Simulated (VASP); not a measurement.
From VASP inputs to Ansatz: C (strained diamond)

INCAR

```
LWAVE = .FALSE.
ISMEAR = -1
GGA = PE
NBANDS = 11
NSW = 0
ISIF = 2
IBRION = -1
LASPH = .TRUE.
ENCUT = 520
NELM = 120
PREC = Accurate
EDIFF = 1E-7
LCHARG = .FALSE.
LREAL = .FALSE.
SIGMA = 0.02
```

KPOINTS

```
KPOINTS created by Atomic Simulation Environment
0
Gamma
12 12 12
0 0 0
```

KPOINTS_OPT

```
special points
7
Reciprocal
0.0000000000 0.0000000000 0.0000000000 1
0.5000000000 0.0000000000 0.5000000000 1
0.6250000000 0.2500000000 0.6250000000 1
0.3750000000 0.3750000000 0.7500000000 1
0.5000000000 0.5000000000 0.5000000000 1
0.5000000000 0.2500000000 0.7500000000 1
0.0000000000 0.3710940000 0.3710940000 1
```

POSCAR

```
C
 1.0000000000000000
     0.0000000000000000    1.7089191768000001    1.7961065759999999
     1.7089191768000001    0.0000000000000000    1.7961065759999999
     1.7089191768000001    1.7089191768000001    0.0000000000000000
 C
   2
Cartesian
  0.0000000000000000  0.0000000000000000  0.0000000000000000
  0.8544595884000000  0.8544595884000000  0.8980532879999997
```

VASP ran with the recommended PBE PAW datasets (8 valence electrons in the cell).

Task: Write an Ansatz input for this cell and level of theory.

Result: 

```yaml
crystal:
  lattice:
    - [0.0, 1.7089191768, 1.796106576]
    - [1.7089191768, 0.0, 1.796106576]
    - [1.7089191768, 1.7089191768, 0.0]
  atoms:
    - { symbol: C, position: [0.0, 0.0, 0.0] }
    - { symbol: C, position: [0.25, 0.25, 0.25] }
kpoints:
  mp_grid: { grid: [12, 12, 12] }
  band_path:
    path:
      - [0.0, 0.0, 0.0]
      - [0.5, 0.0, 0.5]
      - [0.625, 0.25, 0.625]
      - [0.375, 0.375, 0.75]
      - [0.5, 0.5, 0.5]
      - [0.5, 0.25, 0.75]
      - [0.0, 0.371094, 0.371094]
    npoints: 1
hamiltonian:
  xc: pbe
scf:
  occupations: { method: fermi_dirac, width: 0.02 }
  n_extra_bands: 4
output:
  forces: true
  stress: true
  eigenvalues: true
```

Other inputs would serve too.

```
                               VASP    Ansatz
gap between bands v and c   3.63 eV   3.64 eV
         least direct gap   5.34 eV   5.35 eV
                 pressure  42.4 GPa  41.4 GPa
```

Datasets and cutoffs are each program's own. VASP's cell holds 8 valence electrons and Ansatz's 8. Ansatz's stress includes a Pulay correction; VASP's doesn't.
